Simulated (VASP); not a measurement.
**TiO2 (Rutile): input slips in a relaxation and what they do**

Some relaxations of TiO2 (Rutile) get a fault in the input on purpose. Which of them show, and how? The starting structure is a measured crystal structure from the Crystallography Open Database. The first relaxation on each setting starts from this cell expanded by 3 % in volume.

Method: Kohn-Sham DFT with plane waves and PAW; PBEsol, in VASP 6.6.1.

## 1. Starting point

The structure is tetragonal, space group P4_2/mnm (No. 136). Conventional cell: a = 4.592 Å, b = 4.592 Å, c = 2.957 Å, α = 90.00°, β = 90.00°, γ = 90.00°. Nearest to Ti lie 6 O at 1.95 to 1.98 Å. Nearest to O lie 3 Ti at 1.95 to 1.98 Å. Farther neighbours and most contacts between anions are not listed.

Coordinates:

```xyz
6
Lattice="4.5922 0.0000 0.0000 0.0000 4.5922 0.0000 0.0000 0.0000 2.9574" Properties=species:S:1:pos:R:3 pbc="T T T"
Ti    2.2961    2.2961    1.4787
Ti    0.0000    0.0000    0.0000
O     3.6965    0.8957    1.4787
O     3.1918    3.1918    0.0000
O     0.8957    3.6965    1.4787
O     1.4004    1.4004    0.0000
```

## 2. Reference relaxation

This run starts from the cell of an earlier relaxation, which isn't shown; the restart sets up the plane waves anew.

The input, INCAR:

```
SYSTEM = TiO2
PREC = Accurate
ENCUT = 520
EDIFF = 1E-06
NELM = 100
ISMEAR = 0
SIGMA = 0.03
LREAL = .FALSE.
ALGO = Normal
GGA = PS
NBANDS = 30
LASPH = .TRUE.
LORBIT = 11
LWAVE = .FALSE.
LCHARG = .FALSE.
KPAR = 16
IBRION = 2
NSW = 50
ISIF = 3
EDIFFG = -0.006
```

The input, POSCAR:

```
TiO2
1.0
    4.5948855127      0.0000000000      0.0000000000
    0.0000000000      4.5948855127      0.0000000000
    0.0000000000      0.0000000000      2.9427414413
Ti O
2 4
Direct
    0.5000000000      0.5000000000      0.5000000000
    0.0000000000      0.0000000000      0.0000000000
    0.8043565972      0.1956434028      0.5000000000
    0.6956434028      0.6956434028      0.0000000000
    0.1956434028      0.8043565972      0.5000000000
    0.3043565972      0.3043565972      0.0000000000
```

The input, KPOINTS:

```
Automatic mesh
0
Gamma
6 6 8
0 0 0
```

PAW data sets: Ti_sv and O (PBE family, release 64).

Started as:

```bash
mpirun -np 16 vasp_std
```

What it wrote:

```text
[banner, memory and clock lines left out]
running   16 mpi-ranks, on    1 nodes
 distrk:  each k-point on    1 cores,   16 groups
 distr:  one band on    1 cores,    1 groups

 POSCAR found type information on POSCAR TiO
 POSCAR found :  2 types and       6 ions
|                                                                             |
|           W    W    AA    RRRRR   N    N  II  N    N   GGGG   !!!           |
|           W    W   A  A   R    R  NN   N  II  NN   N  G    G  !!!           |
|           W    W  A    A  R    R  N N  N  II  N N  N  G       !!!           |
|           W WW W  AAAAAA  RRRRR   N  N N  II  N  N N  G  GGG   !            |
|           WW  WW  A    A  R   R   N   NN  II  N   NN  G    G                |
|           W    W  A    A  R    R  N    N  II  N    N   GGGG   !!!           |
|                                                                             |
|     For optimal performance we recommend to set                             |
|       NCORE = 2 up to number-of-cores-per-socket                            |
|     NCORE specifies how many cores store one orbital (NPAR=cpu/NCORE).      |
|     This setting can greatly improve the performance of VASP for DFT.       |
|     The default, NCORE=1 might be grossly inefficient on modern             |
|     multi-core architectures or massively parallel machines. Do your        |
|     Unfortunately you need to use the default for GW and RPA                |
|     calculations (for HF NCORE is supported but not extensively tested      |
|     yet).                                                                   |
|                                                                             |

|                                                                             |
|               ----> ADVICE to this user running VASP <----                  |
|                                                                             |
|     You enforced a specific xc type in the INCAR file but a different       |
|     [... a line on the potential file left out ...]
|     I HOPE YOU KNOW WHAT YOU ARE DOING!                                     |
|                                                                             |

 LDA part: xc-table for (Slater+PW92), standard interpolation
 POSCAR, INCAR and KPOINTS ok, starting setup
 FFT: planning ... GRIDC
 FFT: planning ... GRID_SOFT
 FFT: planning ... GRID
 WAVECAR not read
 entering main loop
       N       E                     dE             d eps       ncg     rms          rms(c)
DAV:   1     0.666070586746E+03    0.66607E+03   -0.24734E+04  3000   0.189E+03
DAV:   2     0.392985605896E+02   -0.62677E+03   -0.59419E+03  3218   0.553E+02
DAV:   3    -0.675805325965E+02   -0.10688E+03   -0.10451E+03  4526   0.206E+02
DAV:   4    -0.724082581106E+02   -0.48277E+01   -0.48220E+01  4134   0.443E+01
DAV:   5    -0.726009299539E+02   -0.19267E+00   -0.19263E+00  4054   0.740E+00    0.315E+01
DAV:   6    -0.566152602036E+02    0.15986E+02   -0.95267E+01  3686   0.962E+01    0.116E+01
DAV:   7    -0.563262019070E+02    0.28906E+00   -0.14079E+01  3630   0.313E+01    0.837E+00
DAV:   8    -0.563209380249E+02    0.52639E-02   -0.39563E+00  3564   0.199E+01    0.456E+00
DAV:   9    -0.560930128817E+02    0.22793E+00   -0.13987E+00  3562   0.114E+01    0.108E+00
DAV:  10    -0.561033151042E+02   -0.10302E-01   -0.11299E-01  3738   0.260E+00    0.525E-01
DAV:  11    -0.560990232426E+02    0.42919E-02   -0.18260E-02  3476   0.103E+00    0.745E-02
DAV:  12    -0.560992310437E+02   -0.20780E-03   -0.14053E-03  3238   0.401E-01    0.155E-01
DAV:  13    -0.560990189191E+02    0.21212E-03   -0.70417E-04  3686   0.259E-01    0.302E-02
DAV:  14    -0.560990180101E+02    0.90899E-06   -0.41201E-05  3774   0.563E-02    0.996E-03
DAV:  15    -0.560990188135E+02   -0.80340E-06   -0.44480E-06  3194   0.139E-02
   1 F= -.56099019E+02 E0= -.56099019E+02  d E =-.560990E+02
 curvature:   0.00 expect dE= 0.000E+00 dE for cont linesearch  0.000E+00
 trial: gam= 0.00000 g(F)=  0.690E-07 g(S)=  0.517E-05 ort = 0.000E+00 (trialstep = 0.100E+01)
 search vector abs. value=  0.524E-05
 reached required accuracy - stopping structural energy minimisation
```

The job ended after 7.6 s (16 MPI ranks of AMD EPYC 9R45, shared host; peak memory 3.5 GiB).

The logs omit lines about the potential files and the build; timing stands in the text.

Parts of OUTCAR (step 2):

```text
ion  position               nearest neighbor table
   1  0.500  0.500  0.500-   4 1.94   6 1.94   4 1.94   6 1.94   5 1.98   3 1.98
   2  0.000  0.000  0.000-   3 1.94   5 1.94   3 1.94   5 1.94   4 1.98   6 1.98
   3  0.804  0.196  0.500-   2 1.94   2 1.94   1 1.98
   4  0.696  0.696  0.000-   1 1.94   1 1.94   2 1.98
   5  0.196  0.804  0.500-   2 1.94   2 1.94   1 1.98
   6  0.304  0.304  0.000-   1 1.94   1 1.94   2 1.98

  LATTYP: Found a simple tetragonal cell.
 ALAT       =     4.5948855127
 C/A-ratio  =     0.6404384686

 Subroutine GETGRP returns: Found 16 space group operations
 (whereof  8 operations were pure point group operations)

The static configuration has the point symmetry D_2h.
 The point group associated with its full space group is D_4h.

 Found     50 irreducible k-points:

   k-points           NKPTS =     50   k-points in BZ     NKDIM =     50   number of bands    NBANDS=     30

   dimension x,y,z NGX =    36 NGY =   36 NGZ =   24
   dimension x,y,z NGXF=    72 NGYF=   72 NGZF=   48

   ENCUT  =  520.0 eV  38.22 Ry    6.18 a.u.   8.54  8.54  5.47*2*pi/ulx,y,z

   NELECT =      48.0000    total number of electrons

 k-points in reciprocal lattice and weights: Automatic mesh
   0.00000000  0.00000000  0.00000000       0.003
   0.16666667  0.00000000  0.00000000       0.014
   0.33333333  0.00000000  0.00000000       0.014
   0.50000000  0.00000000  0.00000000       0.007
   0.16666667  0.16666667  0.00000000       0.014
   0.33333333  0.16666667  0.00000000       0.028
   0.50000000  0.16666667  0.00000000       0.014
   0.33333333  0.33333333  0.00000000       0.014
   0.50000000  0.33333333  0.00000000       0.014
[...]
0.50000000  0.33333333  0.50000000       0.014
   0.50000000  0.50000000  0.50000000       0.003

 average (electrostatic) potential at core
       1 -75.9427       2 -75.9427       3 -69.2565       4 -69.2565       5 -69.2565
       6 -69.2565

 E-fermi :   4.9877

 k-point     1 :       0.0000    0.0000    0.0000
  band No.  band energies     occupation
    ...
     20       2.8031      2.00000
     21       4.0864      2.00000
     22       4.3173      2.00000
     23       4.3173      2.00000
     24       4.7748      2.00000
     25       6.6052      0.00000
     26       6.8829      0.00000
     27       7.1788      0.00000
     28       7.2750      0.00000
     29       7.2750      0.00000
    ...

 k-point     2 :       0.1667    0.0000    0.0000
  band No.  band energies     occupation
    ...
     20       2.8158      2.00000
     21       3.8112      2.00000
     22       3.9064      2.00000
     23       4.0922      2.00000
     24       4.6745      2.00000
     25       6.7608      0.00000
     26       7.0823      0.00000
     27       7.3842      0.00000
     28       7.3869      0.00000
     29       7.4320      0.00000
    ...

 k-point     3 :       0.3333    0.0000    0.0000
  band No.  band energies     occupation
    ...
     20       2.7304      2.00000
     21       2.9018      2.00000
     22       3.5147      2.00000
     23       3.8693      2.00000
     24       4.3669      2.00000
     25       7.0601      0.00000
     26       7.3080      0.00000
     27       7.6374      0.00000
     28       7.7131      0.00000
     29       7.8373      0.00000
    ...

  Total       -0.0116875     -0.0116875     -0.0192436      0.0000000      0.0000000      0.0000000
  in kB       -0.3013915     -0.3013915     -0.4962450      0.0000000      0.0000000      0.0000000
  external PRESSURE =      -0.3663427 kB  Pullay stress =       0.0000000 kB

  energy-cutoff  :      520.00
  volume of cell :       62.13
      direct lattice vectors                 reciprocal lattice vectors
     4.594885513  0.000000000  0.000000000     0.217633279  0.000000000  0.000000000
     0.000000000  4.594885513  0.000000000     0.000000000  0.217633279  0.000000000
     0.000000000  0.000000000  2.942741441     0.000000000  0.000000000  0.339819186

 POSITION                                       TOTAL-FORCE (eV/Angst)
 -----------------------------------------------------------------------------------
      2.29744      2.29744      1.47137        -0.000000      0.000000      0.000000
      0.00000      0.00000      0.00000        -0.000000      0.000000      0.000000
      3.69593      0.89896      1.47137         0.000423     -0.000423     -0.000000
      3.19640      3.19640      0.00000        -0.000423     -0.000423     -0.000000
      0.89896      3.69593      1.47137        -0.000423      0.000423      0.000000
      1.39848      1.39848      0.00000         0.000423      0.000423      0.000000
 -----------------------------------------------------------------------------------
    total drift:                                0.000000      0.000000      0.000000

  FREE ENERGIE OF THE ION-ELECTRON SYSTEM (eV)
  ---------------------------------------------------
  free  energy   TOTEN  =       -56.0990188135 eV

  energy  without entropy=      -56.0990188135  energy(sigma->0) =      -56.09901881

 reached required accuracy - stopping structural energy minimisation

 total charge
# of ion       s       p       d       tot
------------------------------------------
    1        2.226   6.310   1.736  10.273
    2        2.226   6.310   1.736  10.273
    3        1.568   3.485   0.000   5.052
    4        1.568   3.485   0.000   5.052
    5        1.568   3.485   0.000   5.052
    6        1.568   3.485   0.000   5.052
--------------------------------------------------
tot         10.724  26.558   3.473  40.755

[... 3 further parts left out ...]
```

The PAW data sets were made with PBE, which is usual practice but a small mismatch for other functionals. The run keeps the 16 symmetry operations of its start, so it cannot find a distortion of lower symmetry.

The reference relaxation ends at 10.355 Å³ an atom. Pressures at 0.985 and 1.015 times this volume, from two more relaxations that aren't shown, give a bulk modulus of 223.3 GPa.

## 3. Relaxation with a leftover external pressure of 100 kbar

A slip made on purpose: a leftover external pressure of 100 kbar. Against step 2 the input has PSTRESS = 100 (also changed: NELM).

Changes to INCAR since step 2:

```diff
@@ -4,3 +4,3 @@
 EDIFF = 1E-06
-NELM = 100
+NELM = 60
 ISMEAR = 0
@@ -20 +20,2 @@
 EDIFFG = -0.006
+PSTRESS = 100
```

The input, POSCAR:

```
TiO2
1.0
    4.6376702839      0.0000000000      0.0000000000
    0.0000000000      4.6376702839      0.0000000000
    0.0000000000      0.0000000000      2.9866830925
Ti O
2 4
Direct
    0.5000000000      0.5000000000      0.5000000000
    0.0000000000      0.0000000000      0.0000000000
    0.8049600000      0.1950400000      0.5000000000
    0.6950400000      0.6950400000      0.0000000000
    0.1950400000      0.8049600000      0.5000000000
    0.3049600000      0.3049600000      0.0000000000
```

KPOINTS is that of step 2.

Started as:

```bash
mpirun -np 16 vasp_std
```

What it wrote:

```text
[banner, memory and clock lines left out]
running   16 mpi-ranks, on    1 nodes
[...]
[... a notice as in an earlier step ...]

 [... a notice as in an earlier step ...]

 LDA part: xc-table for (Slater+PW92), standard interpolation
 POSCAR, INCAR and KPOINTS ok, starting setup
[...]
entering main loop
       N       E                     dE             d eps       ncg     rms          rms(c)
DAV:   1     0.660384202112E+03    0.66038E+03   -0.24579E+04  3000   0.188E+03
DAV:   2     0.349584634528E+02   -0.62543E+03   -0.59501E+03  3282   0.550E+02
DAV:   3    -0.681144707647E+02   -0.10307E+03   -0.10104E+03  4452   0.202E+02
DAV:   4    -0.726796917661E+02   -0.45652E+01   -0.45589E+01  4118   0.431E+01
[...]
DAV:  13    -0.560478134512E+02    0.19840E-03   -0.69450E-04  3750   0.249E-01    0.270E-02
DAV:  14    -0.560478137039E+02   -0.25275E-06   -0.37124E-05  3666   0.492E-02    0.845E-03
DAV:  15    -0.560478145865E+02   -0.88261E-06   -0.40517E-06  3168   0.127E-02
   1 F= -.52038425E+02 E0= -.52038425E+02  d E =-.520384E+02
[... from here on, the cycles between the ionic steps are left out ...]
   2 F= -.51629134E+02 E0= -.51629134E+02  d E =0.409291E+00
   3 F= -.52294657E+02 E0= -.52294657E+02  d E =-.256233E+00
   4 F= -.52294877E+02 E0= -.52294877E+02  d E =-.256453E+00
   5 F= -.52294833E+02 E0= -.52294833E+02  d E =-.256408E+00
   6 F= -.52305673E+02 E0= -.52305673E+02  d E =-.108397E-01
   7 F= -.52305673E+02 E0= -.52305673E+02  d E =-.108397E-01
   8 F= -.52305622E+02 E0= -.52305622E+02  d E =0.509769E-04
   9 F= -.52305780E+02 E0= -.52305780E+02  d E =-.107201E-03
[...]
reached required accuracy - stopping structural energy minimisation
```

Elapsed: 38 s, on 16 MPI ranks; peak memory 4.2 GiB; 9.8 min of CPU time.

From OUTCAR (step 3):

```text
  Total        3.6918034      3.6918034      3.7416818      0.0000000      0.0000000      0.0000000
  in kB       99.1720856     99.1720856    100.5119589      0.0000000      0.0000000      0.0000000
  external PRESSURE =      -0.3812899 kB  Pullay stress =     100.0000000 kB

 POSITION                                       TOTAL-FORCE (eV/Angst)
 -----------------------------------------------------------------------------------
      2.26056      2.26056      1.45894        -0.000000     -0.000000      0.000000
      0.00000      0.00000      0.00000        -0.000000     -0.000000      0.000000
      3.63081      0.89032      1.45894         0.002769     -0.002769     -0.000000
      3.15088      3.15088      0.00000        -0.002769     -0.002769     -0.000000
      0.89032      3.63081      1.45894        -0.002769      0.002769      0.000000
      1.37025      1.37025      0.00000         0.002769      0.002769      0.000000
 -----------------------------------------------------------------------------------
    total drift:                                0.000000      0.000000     -0.000000

  FREE ENERGIE OF THE ION-ELECTRON SYSTEM (eV)
  ---------------------------------------------------
  free  energy   TOTEN  =       -56.0284034307 eV

  energy  without entropy=      -56.0284034307  energy(sigma->0) =      -56.02840343

[... 2 parts as in an earlier step ...]

[... 2 further parts left out ...]
[key lines of the parts left out:]
E-fermi :   5.4640
```

Logs of long relaxations may skip ionic steps without a mark.

With a leftover external pressure of 100 kbar the cell ends at 9.941 Å³ an atom, -4.00 % from the reference.

## 4. Relaxation with too few ionic steps

A slip made on purpose: too few ionic steps. Against step 2 the input has NSW = 2 (also changed: NELM).

Changes to INCAR since step 3:

```diff
@@ -17,5 +17,4 @@
 IBRION = 2
-NSW = 50
+NSW = 2
 ISIF = 3
 EDIFFG = -0.006
-PSTRESS = 100
```

POSCAR is that of step 3.

KPOINTS is that of step 3.

Started as:

```bash
mpirun -np 16 vasp_std
```

What it wrote:

```text
[... set-up lines as in an earlier step ...]
 entering main loop
       N       E                     dE             d eps       ncg     rms          rms(c)
[... 15 cycles as in an earlier step ...]
   1 F= -.56047815E+02 E0= -.56047815E+02  d E =-.560478E+02
[...]
N       E                     dE             d eps       ncg     rms          rms(c)
DAV:   1    -0.577893281683E+02   -0.17415E+01   -0.57535E+01  4184   0.789E+01    0.127E+01
DAV:   2    -0.562660288026E+02    0.15233E+01   -0.59656E+00  3776   0.221E+01    0.507E+00
DAV:   3    -0.559401419400E+02    0.32589E+00   -0.20907E+00  3528   0.103E+01    0.116E+00
DAV:   4    -0.559725769105E+02   -0.32435E-01   -0.45136E-01  3698   0.304E+00    0.924E-01
[...]
DAV:   8    -0.560032423454E+02   -0.35093E-03   -0.67868E-04  3664   0.244E-01    0.217E-02
DAV:   9    -0.560033091022E+02   -0.66757E-04   -0.30207E-04  4472   0.708E-02    0.602E-03
DAV:  10    -0.560033100804E+02   -0.97828E-06   -0.95133E-06  3396   0.209E-02
   2 F= -.56003310E+02 E0= -.56003310E+02  d E =0.445045E-01
 trial-energy change:    0.044505  1 .order    0.053811   -0.238139    0.345760
 step:   0.4313(harm=  0.4078)  dis= 0.00128  next Energy=   -56.099916 (dE=-0.521E-01)
```

Wall time 12 s (16 MPI ranks); peak memory 3.8 GiB.

OUTCAR, selected parts (step 4):

```text
  Total        3.7579104      3.7579104      5.6547536     -0.0000000      0.0000000      0.0000000
  in kB      101.0149523    101.0149523    152.0032676     -0.0000000      0.0000000      0.0000000
  external PRESSURE =     118.0110574 kB  Pullay stress =       0.0000000 kB

 POSITION                                       TOTAL-FORCE (eV/Angst)
 -----------------------------------------------------------------------------------
      2.27030      2.27030      1.44549         0.000000     -0.000000      0.000000
      0.00000      0.00000      2.89097        -0.000000     -0.000000      0.000000
      3.65791      0.88270      1.44549        -0.305613      0.305613      0.000000
      3.15300      3.15300      0.00000         0.305613      0.305613      0.000000
      0.88270      3.65791      1.44549         0.305613     -0.305613      0.000000
      1.38760      1.38760      2.89097        -0.305613     -0.305613     -0.000000
 -----------------------------------------------------------------------------------
    total drift:                                0.000000      0.000000      0.000000

  FREE ENERGIE OF THE ION-ELECTRON SYSTEM (eV)
  ---------------------------------------------------
  free  energy   TOTEN  =       -56.0033100804 eV

  energy  without entropy=      -56.0033100804  energy(sigma->0) =      -56.00331008

[... 1 part as in an earlier step ...]

[... 2 further parts left out ...]
[key lines of the parts left out:]
E-fermi :   5.4387
```

The relaxation used up its 2 ionic steps (NSW) before forces and stress met EDIFFG.

(Part 1 of 2 ends here.)

[Lines on the potential files, build, host, timing and source positions are cut from VASP's logs without a mark.]

[Logs are printed without paths, hosts, clocks, repeated set-up lines and the standing remarks that a program may print on its own settings, such as how far it seeks lower states.]

[Hosts, paths, dates, database ids (printed as entryN), source tags and the programs' standing remarks are cut or masked in the printed files.]
